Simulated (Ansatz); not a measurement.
**CdS (F-43m): zero-pressure volume and bulk modulus with PBEsol**

The task here is to estimate one member of a computed series from the others.

The COD entry's cell or inner coordinates are ideal or old and differ from later refinements, so a difference from it is no clean test against experiment.

Program: Ansatz 0.2.0. Level of theory: DFT PBEsol, scalar-relativistic, plane waves, PAW. These are calculated values, not measurements.

**The structure to begin with**

The structure is cubic, space group F-43m (No. 216). Conventional cell: a = 5.820 Å, b = 5.820 Å, c = 5.820 Å, α = 90.00°, β = 90.00°, γ = 90.00°. Around Cd (site symmetry -43m) lie 4 S at 2.52 Å. S (site symmetry -43m) has 4 Cd at 2.52 Å in its first shell of neighbours.

Coordinates:

```cif
data_structure
_symmetry_space_group_name_H-M 'F-43m'
_symmetry_Int_Tables_number 216
_cell_length_a 5.8200
_cell_length_b 5.8200
_cell_length_c 5.8200
_cell_angle_alpha 90.000
_cell_angle_beta 90.000
_cell_angle_gamma 90.000
_cell_volume 197.14
loop_
_atom_site_label
_atom_site_type_symbol
_atom_site_symmetry_multiplicity
_atom_site_Wyckoff_symbol
_atom_site_fract_x
_atom_site_fract_y
_atom_site_fract_z
_atom_site_occupancy
Cd1 Cd 4 a 0.00000 0.00000 0.00000 1
S1 S 4 c 0.25000 0.25000 0.25000 1
```

An earlier run on this cell at PBE gave 3.30 GPa at 24.642 Å³/atom (8×8×8 mesh), mesh gap 1.16 eV. The cell is compressed at this level.

Set-up of the first run:

input.yaml reads:

```yaml
crystal:
  lattice:
    - [0.0, 2.9099991734, 2.9099991734]
    - [2.9099991734, 0.0, 2.9099991734]
    - [2.9099991734, 2.9099991734, 0.0]
  atoms:
    - { symbol: Cd, position: [0.0, 0.0, 0.0] }
    - { symbol: S, position: [0.75, 0.75, 0.75] }
basis:
  ecutwfc: 420
  ecutrho_ratio: 4
kpoints:
  mp_grid: { grid: [8, 8, 8] }
hamiltonian:
  xc: pbesol
scf:
  occupations: { method: gaussian, width: 0.05 }
output:
  forces: true
  stress: true
  eigenvalues: true
```

Command:

```
> ansatz run input.yaml --threads 4 --pin off --max-ram 8192MiB --backend cpu --events-out ev --progress --plain --runs-dir out
```

Among the steps run: At the given cell; Stepping to 24.741 Å³/atom; Stepping to 24.697 Å³/atom; Volume × 0.98 of the new zero; Volume × 1.02 of the new zero; Volume × 0.96 of the new zero; Volume × 1.04 of the new zero.

One table of the session follows, with a row left open; its other results are not shown here.

It belongs to the step «Energy and pressure against volume». 

| volume (Å³/atom) | energy (meV/atom) | pressure (GPa) |
| --- | --- | --- |
| 23.709 | 8.18 | 2.76 |
| 24.203 | ? | ? |
| 24.697 | 0.00 | 0.00 |
| 25.191 | 1.83 | -1.16 |
| 25.685 | 7.04 | -2.20 |

Q: Estimate the row for volume (Å³/atom) = 24.203 from the others.

Worked estimate for «energy (meV/atom)». A straight line through the neighbours (23.709, 8.18) and (24.697, 0.00) gives 8.18 + (0.00 − 8.18) × (24.203 − 23.709) / (24.697 − 23.709) = 4.09; a parabola fitted to 3 rows on both sides gives 2.12.

**Answer.** energy (meV/atom): 1.97; pressure (GPa): 1.30. In «energy (meV/atom)» the line misses by +2.12 and the parabola by +0.15.
